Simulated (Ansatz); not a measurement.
# C: a surface, (110), 3 layers

What do the surfaces of C (110), 3 layers cost, and how tightly do they hold an electron? The runs shown use PAW. Its runs: bulk cell relaxed (PAW); bulk in the slab's orientation (PAW); the reference run (PAW); atoms relaxed (PAW); no images along the normal (PAW); core holes in 1s of C (PAW).

Program: Ansatz 0.2.0. Level of theory: DFT, LDA, PAW with Ansatz's default frozen-core files, scalar-relativistic. These are calculated values, not measurements.

## Step 1: The structure to begin with

The structure is cubic, space group Fd-3m (No. 227). The conventional cell has a = 4.021 Å, b = 4.021 Å, c = 4.021 Å, α = 90.00°, β = 90.00°, γ = 90.00°. Around C (site symmetry -43m) lie 4 C at 1.74 Å.

Coordinates:

```xyz
2
Lattice="0.0000 2.0104 2.0104 2.0104 0.0000 2.0104 2.0104 2.0104 0.0000" Properties=species:S:1:pos:R:3 pbc="T T T"
C    -0.5026   -0.5026   -0.5026
C     0.5026    0.5026    0.5026
```

Atoms are numbered in the order of the input: C1, C2.

## Step 2: Bulk cell relaxed, PAW

Input file input.yaml:

```yaml
crystal:
  lattice:
    - [0.0, 2.0103628793, 2.0103628793]
    - [2.0103628793, 0.0, 2.0103628793]
    - [2.0103628793, 2.0103628793, 0.0]
  atoms:
    - { symbol: C, position: [-0.125, -0.125, -0.125] }
    - { symbol: C, position: [0.125, 0.125, 0.125] }
kpoints:
  mp_grid: { grid: [14, 14, 14] }
scf:
  occupations: { method: fermi_dirac, width: 0.02 }
hamiltonian:
  xc: lda
  pseudopotentials: { kind: paw }
output:
  forces: true
  stress: true
  write_density: true
  write_potential: true
  elf: true
  volumetric_format: npy
relax:
  f_tol: 0.005
  max_steps: 40
  cell: {}
```

Started as:

```bash
$ ansatz run input.yaml --threads 2 --pin off --max-ram 4096MiB --backend cpu --events-out ev --progress --plain --runs-dir out
```

Further steps of the session: Bulk in the slab's orientation, PAW; Slab as cut, PAW; Atoms relaxed, PAW; No images along the normal, PAW; Core holes in 1s of C, PAW.

What does the calculation give? Wanted: surface energy; work function; outer layer spacing.

As calculated:

| quantity | value |
| --- | --- |
| surface energy (PAW, relaxed) | 5.82 J/m² |
| work function (PAW, relaxed) | 6.05 eV |
| outer layer spacing (PAW) | 1.25 → 1.12 Å |

In words: By PAW the surface costs 6.95 J/m² as cut and 5.82 J/m² relaxed. The outermost spacing changes by -10.5 % (PAW). Thickness wasn't converged, and no reconstruction was sought.
